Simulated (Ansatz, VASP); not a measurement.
# Two plane-wave programs on Bi

Contents of INCAR:

```
PREC = Accurate ; ENCUT = 520
EDIFF = 1E-6 ; ISMEAR = 0
SIGMA = 0.1 ; LREAL = F
LASPH = T ; NELM = 100
ALGO = Normal ; ISIF = 2
LWAVE = F ; LCHARG = F
GGA = PS ; NBANDS = 22
```

File KPOINTS:

```
regular mesh
0
Gamma
  6 6 4
```

The input POSCAR:

```
Bi
1.0
    3.2383762460      0.0000000000      0.0000000000
    0.0000000000      3.2216433200      0.0000000000
   -0.0804548793      0.0000000000      6.4438887882
Bi
2
Direct
    0.4557527500      0.0000000000      0.2504221100
    0.5442472500      0.0000000000      0.7495778900
```

Input for Ansatz:

```yaml
crystal:
  lattice:
    - [3.238376246, 0.0, 0.0]
    - [0.0, 3.22164332, 0.0]
    - [-0.0804548793, 0.0, 6.4438887882]
  atoms:
    - { symbol: Bi, position: [0.45575275, 0.0, 0.25042211] }
    - { symbol: Bi, position: [0.54424725, 0.0, 0.74957789] }
basis:
  ecutwfc: 420
kpoints:
  mp_grid: { grid: [6, 6, 4] }
hamiltonian:
  xc: pbesol
scf:
  occupations: { method: gaussian, width: 0.1 }
  lower_state_search: "off"
output:
  forces: true
  stress: true
  eigenvalues: true
```

Alike in both runs: task single point; functional PBEsol; k mesh 6 × 6 × 4; occupations gaussian, width 0.1 eV; no spin polarisation.

|  | VASP | Ansatz |
| --- | --- | --- |
| version | VASP 6.6.1 | Ansatz 0.2.0 |
| potentials or method | VASP PAW PBE potentials, release 64 (Bi_d) | scalar-relativistic, plane waves, PAW |
| plane-wave cutoff (eV) | 520 | 420 |
| valence electrons in the cell | 30 | 30 |

Ansatz gave:

```
gap on the k mesh at the Fermi level (eV)       : none
pressure (GPa)                                  : -0.2
largest component of the traceless stress (GPa) : 3.88
rms of the force components (eV/Å)              : 0.015
```

Task: Which values does VASP return?

Result: gap on the k mesh at the Fermi level (eV): none; pressure (GPa): -0.3; largest component of the traceless stress (GPa): 3.88; rms of the force components (eV/Å): 0.016.

Atom by atom the forces differ by 0.000 eV/Å (rms over components). A gap of «none» marks a metal or a gap that the smearing closes. With one functional, cell and mesh, what is left measures potentials, basis and numerics.

Caveats: the PAW data sets were made with another functional, which shifts forces and pressure a little (VASP); spin-orbit coupling is left out, which moves the levels of the heavy elements.
